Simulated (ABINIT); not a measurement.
# Si (Fd-3m) in ABINIT: notebook

Aim: see how the results for Si move with the level of theory and the settings. Levels: PBEsol, LDA. Tasks: single point.

All numbers are computed with ABINIT 10.8.3 (patched build); they aren't measurements. Logs are shortened: lines on timing, memory, paths and dates and some standing lists are left out, and cuts for length are marked. The log counts tension as positive stress, the text compression.

**1. Starting point**

It takes space group Fd-3m (No. 227, cubic). The conventional cell has a = 5.444 Å, b = 5.444 Å, c = 5.444 Å, α = 90.00°, β = 90.00°, γ = 90.00°. Si (site symmetry -43m) is surrounded by 4 Si at 2.36 Å.

**2. Single point, PBEsol**

File run.abi:

```
# Pseudopotentials
pp_dirpath "./"
pseudos "Si.upf"

# Structure
acell 3*1.0 Angstrom
rprim
     0.0000000000     2.7218511865     2.7218511865
     2.7218511865     0.0000000000     2.7218511865
     2.7218511865     2.7218511865     0.0000000000
ntypat 1
znucl 14
natom 2
typat 1 1
xred
     0.5000000000     0.5000000000     0.5000000000
     0.7500000000     0.7500000000     0.7500000000

# Plane-wave basis
ecut 18.0

# k points
kptopt 1
ngkpt 6 6 6
nshiftk 1
shiftk 0.0 0.0 0.0

# Exchange and correlation
ixc -116133

# Bands and occupations
nband 8
occopt 3
tsmear 0.00183747

# SCF cycle
nstep 100
tolvrs 1.0e-10

# Output
iomode 3
prtwf 0
prtden 0
prteig 0
prtebands 0
enunit 2
```

Potentials or basis: PseudoDojo NC SR PBEsol v0.4.1 standard.

Started as:

```
> abinit run.abi > log 2>&1
```

run.abo:

```text
.Version 10.8.3 of ABINIT
 Symmetries : space group Fd -3 m (#227); Bravais cF (face-center cubic)
================================================================================
 Values of the parameters that define the memory need of the present run
     intxc =       0    ionmov =       0      iscf =       7    lmnmax =       6
     lnmax =       6     mgfft =      30  mpssoang =       3    mqgrid =    3001
     natom =       2  nloc_mem =       1    nspden =       1   nspinor =       1
    nsppol =       1      nsym =      48    n1xccc =    2501    ntypat =       1
    occopt =       3   xclevel =       2
       mpw =        1018          nfft =       27000          nkpt =          16
================================================================================
================================================================================

--------------------------------------------------------------------------------
------------- Echo of variables that govern the present computation ------------
--------------------------------------------------------------------------------
 -outvars: echo values of preprocessed input variables --------
            acell      1.8897261259E+00  1.8897261259E+00  1.8897261259E+00 Bohr
              amu      2.80855000E+01
             ecut      1.80000000E+01 Hartree
           enunit           2
              ixc     -116133
         kptrlatt        6    0    0      0    6    0      0    0    6
          kptrlen      4.36444970E+01
            natom           2
            nband           8
            ngfft          30      30      30
             nkpt          16
            nstep         100
             nsym          48
           ntypat           1
           occopt           3
           prtden           0
        prtebands           0
           prteig           0
            prtwf           0
            rprim      0.0000000000E+00  2.7218511865E+00  2.7218511865E+00
                       2.7218511865E+00  0.0000000000E+00  2.7218511865E+00
                       2.7218511865E+00  2.7218511865E+00  0.0000000000E+00
          spgroup         227
           tolvrs      1.00000000E-10
           tsmear      1.83747000E-03 Hartree
            typat      1  1
           xangst      2.7218511865E+00  2.7218511865E+00  2.7218511865E+00
                       4.0827767798E+00  4.0827767797E+00  4.0827767798E+00
            xcart      5.1435532980E+00  5.1435532980E+00  5.1435532980E+00
                       7.7153299469E+00  7.7153299469E+00  7.7153299469E+00
             xred      5.0000000000E-01  5.0000000000E-01  5.0000000000E-01
                       7.5000000000E-01  7.5000000000E-01  7.5000000000E-01
            znucl       14.00000

================================================================================

 chkinp: Checking input parameters for consistency.

[... 84 lines left out ...]
    1        2.00000          1.78953710
    2        2.00000          1.75746551
================================================================================

 ----iterations are completed or convergence reached----

 Mean square residual over all n,k,spin=   32.438E-08; max=  18.358E-06
 reduced coordinates (array xred) for    2 atoms
       0.500000000000      0.500000000000      0.500000000000
       0.750000000000      0.750000000000      0.750000000000
 rms dE/dt=  1.1361E-30; max dE/dt=  2.1036E-30; dE/dt below (all hartree)
    1       0.000000000000     -0.000000000000      0.000000000000
    2       0.000000000000      0.000000000000      0.000000000000

 cartesian coordinates (angstrom) at end:
    1      2.72185118650000     2.72185118650000     2.72185118650000
    2      4.08277677975000     4.08277677975000     4.08277677975000

 cartesian forces (hartree/bohr) at end:
    1      0.00000000000000    -0.00000000000000     0.00000000000000
    2     -0.00000000000000     0.00000000000000    -0.00000000000000
 frms,max,avg= 9.7893003E-32 1.5336886E-31   0.000E+00  0.000E+00  0.000E+00 h/b

 cartesian forces (eV/Angstrom) at end:
    1      0.00000000000000    -0.00000000000000     0.00000000000000
    2     -0.00000000000000     0.00000000000000    -0.00000000000000
 frms,max,avg= 5.0338606E-30 7.8865439E-30   0.000E+00  0.000E+00  0.000E+00 e/A
 length scales=  1.889726125908  1.889726125908  1.889726125908 bohr
              =  1.000000000000  1.000000000000  1.000000000000 angstroms
 Fermi (or HOMO) energy (hartree) =   0.17690   Average Vxc (hartree)=  -0.34500
 Eigenvalues (hartree) for nkpt=  16  k points:
 kpt#   1, nband=  8, wtk=  0.00463, kpt=  0.0000  0.0000  0.0000 (reduced coord)
  -0.27205    0.16688    0.16688    0.16688    0.25901    0.25901    0.25901    0.28476
      occupation numbers for kpt#   1
   2.00000    1.99147    1.99147    1.99147    0.00000    0.00000    0.00000    0.00000
 prteigrs : prtvol=0 or 1, do not print more k-points.

 Fermi (or HOMO) energy (eV) =   4.81362   Average Vxc (eV)=  -9.38784
 Eigenvalues (   eV  ) for nkpt=  16  k points:
 kpt#   1, nband=  8, wtk=  0.00463, kpt=  0.0000  0.0000  0.0000 (reduced coord)
  -7.40289    4.54095    4.54095    4.54095    7.04799    7.04799    7.04799    7.74874
 prteigrs : prtvol=0 or 1, do not print more k-points.

--- !EnergyTerms
iteration_state     : {dtset: 1, }
comment             : Components of total free energy in Hartree
kinetic             :  3.05520303180924E+00
hartree             :  5.42753399735345E-01
xc                  : -3.07112751788527E+00
Ewald energy        : -8.37832950427644E+00
psp_core            :  4.62361511615492E-01
local_psp           : -2.31083373923134E+00
non_local_psp       :  1.23792066342031E+00
internal            : -8.46205215481266E+00
'-kT*entropy'       : -3.11195807525630E-06
total_energy        : -8.46205526677074E+00
total_energy_eV     : -2.30264254298936E+02
band_energy         : -1.54751714837927E-01
...

 Cartesian components of stress tensor (hartree/bohr^3)
  sigma(1 1)=  1.97759246E-05  sigma(3 2)=  0.00000000E+00
  sigma(2 2)=  1.97759246E-05  sigma(3 1)=  0.00000000E+00
  sigma(3 3)=  1.97759246E-05  sigma(2 1)=  0.00000000E+00

-Cartesian components of stress tensor (GPa)         [Pressure= -5.8183E-01 GPa]
- sigma(1 1)=  5.81827789E-01  sigma(3 2)=  0.00000000E+00
- sigma(2 2)=  5.81827789E-01  sigma(3 1)=  0.00000000E+00
- sigma(3 3)=  5.81827789E-01  sigma(2 1)=  0.00000000E+00

== END DATASET(S) ==============================================================
================================================================================

 -outvars: echo values of variables after computation  --------
            acell      1.8897261259E+00  1.8897261259E+00  1.8897261259E+00 Bohr
           etotal     -8.4620552668E+00
            fcart      5.1122953305E-32 -5.1122953305E-32  1.5336885992E-31
                      -5.1122953305E-32  5.1122953305E-32 -1.5336885992E-31
            rprim      0.0000000000E+00  2.7218511865E+00  2.7218511865E+00
                       2.7218511865E+00  0.0000000000E+00  2.7218511865E+00
                       2.7218511865E+00  2.7218511865E+00  0.0000000000E+00
           strten      1.9775924584E-05  1.9775924584E-05  1.9775924584E-05
                       0.0000000000E+00  0.0000000000E+00  0.0000000000E+00
           xangst      2.7218511865E+00  2.7218511865E+00  2.7218511865E+00
                       4.0827767798E+00  4.0827767797E+00  4.0827767798E+00
             xred      5.0000000000E-01  5.0000000000E-01  5.0000000000E-01
                       7.5000000000E-01  7.5000000000E-01  7.5000000000E-01
 Calculation completed.
```

It took 3.5 s on 1 thread of Arm Neoverse V1, shared host; peak memory 0.06 GiB.

What came out:

```
Free energy                                           : -230.2643 eV
Pressure                                              : -0.6 GPa
Band gap on the k mesh                                : 0.60 eV, indirect (least direct gap 2.51 eV)
Valence electrons inside the program's atomic spheres : Si 1.79, 1.76 (radii [1.0584] Å)
```

A k mesh can miss the band edges. A hybrid or GW would open this gap; PBEsol tends to underestimate it.

**3. Single point, LDA**

File run.abi:

```
# Pseudopotentials
pp_dirpath "./"
pseudos "Si.hgh"

# Structure
acell 3.8492788627 3.8492788627 3.8492788627 Angstrom
rprim
     0.0000000000     0.7071067812     0.7071067812
     0.7071067812     0.0000000000     0.7071067812
     0.7071067812     0.7071067812     0.0000000000
ntypat 1
znucl 14
natom 2
typat 1 1
xred
     0.5000000000     0.5000000000     0.5000000000
     0.7500000000     0.7500000000     0.7500000000

# Plane-wave basis
ecut 408.170794 eV

# k points
kptopt 1
ngkpt 6 6 6
nshiftk 1
shiftk 0.0 0.0 0.0

# Exchange and correlation
ixc 7

# Bands and occupations
nband 8
occopt 3
tsmear 0.05 eV

# SCF cycle
nstep 100
tolvrs 1.0e-10

# Output
iomode 3
prtwf 0
prteig 0
prtebands 0
prtden 1
prtvha 1
prtvclmb 1
prtpot 1
prtelf 1
```

Potentials or basis: HGH LDA.

Started as:

```
> abinit run.abi > log 2>&1
```

It took 2 s on 1 thread of Arm Neoverse V1, shared host; peak memory 0.05 GiB.

Results (log left out):

| Quantity | Value |
| --- | --- |
| Free energy | -215.8670 eV |
| Pressure | -3.2 GPa |
| Band gap on the k mesh | 0.65 eV, indirect (least direct gap 2.55 eV) |
| Valence electrons inside the program's atomic spheres | Si 1.81, 1.76 (radii [1.0584] Å) |

Levels at points of the mesh, in eV from the valence-band top:
```csv
k point,band 1,band 2,band 3,band 4,band 5,band 6,band 7,band 8
"(0.00, 0.00, 0.00)",-11.92,0.00,0.00,0.00,2.55,2.55,2.55,3.05
"(0.50, 0.00, 0.00)",-9.60,-6.96,-1.19,-1.19,1.39,3.33,3.33,7.53
"(0.50, 0.50, 0.00)",-7.80,-7.80,-2.83,-2.83,0.65,0.65,9.89,9.89
```

Caveat: HGH potentials are hard and often keep d shells in the core, so these values are rough. A hybrid or GW would open this gap; LDA tends to underestimate it.
